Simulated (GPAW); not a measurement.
A run of GPAW 26.7.0:

run.py

```python
import numpy as np
from ase.dft.bandgap import bandgap
from ase.io import read, write
from gpaw import GPAW, PW
from gpaw.response.df import DielectricFunction

atoms = read('POSCAR')

calc = GPAW(mode=PW(400),
            xc='GLLBSC',
            kpts={'size': (6, 6, 6), 'gamma': True},
            occupations={'name': 'fermi-dirac', 'width': 0.001},
            nbands=19,
            convergence={'density': 1e-06},
            maxiter=150,
            txt='gpaw.txt')
atoms.calc = calc
energy = atoms.get_potential_energy()
calc.write('gs.gpw')
write('result.traj', atoms)
print('Fermi level:', round(calc.get_fermi_level(), 4), 'eV')
print(f'Gap: {bandgap(calc)[0]:.4f} eV, direct: {bandgap(calc, direct=True)[0]:.4f} eV')

for size in [(18, 18, 18)]:
    name = 'x'.join(str(n) for n in size)
    dense = calc.fixed_density(kpts={'size': size, 'gamma': True},
                               nbands=36, convergence={'bands': 30, 'eigenstates': 1e-7},
                               update_fermi_level=True, txt=f'dense-{name}.txt')
    dense.write(f'{name}.gpw', mode='all')
    df = DielectricFunction(f'{name}.gpw', frequencies=np.array([0.0]), hilbert=False, eta=0.001,
                            ecut=80, nbands=30, intraband=False, txt=f'df-{name}.txt')
    for xc in ['RPA']:
        for direction in ['x', 'y', 'z', [0, 1, 1], [1, 0, 1], [1, 1, 0]]:
            e0, e = df.get_macroscopic_dielectric_constant(xc=xc, direction=direction)
            print(f'{name} {xc} {direction}: {e0:.4f} without, {e:.4f} with local fields')
```

The input POSCAR:

```
SnTe
1.0
    0.0000000000      3.1508500000      3.1508500000
    3.1508500000      0.0000000000      3.1508500000
    3.1508500000      3.1508500000      0.0000000000
Te Sn
1 1
Direct
    0.5000000000      0.5000000000      0.5000000000
    0.0000000000      0.0000000000      0.0000000000
```

Potentials or basis: the program's PAW data sets (release 1.2.1) made for this functional, pw.

Launch:

```bash
$ OMP_NUM_THREADS=1 python run.py
```

Hardware: 1 thread of Arm Neoverse V2 (shared host).

**Question.** Estimate the wall time of this run.

**Answer.** Run time: 3.2 min on 1 thread of Arm Neoverse V2, on a shared host, peak memory 0.44 GiB. Counts: scf iterations 34.
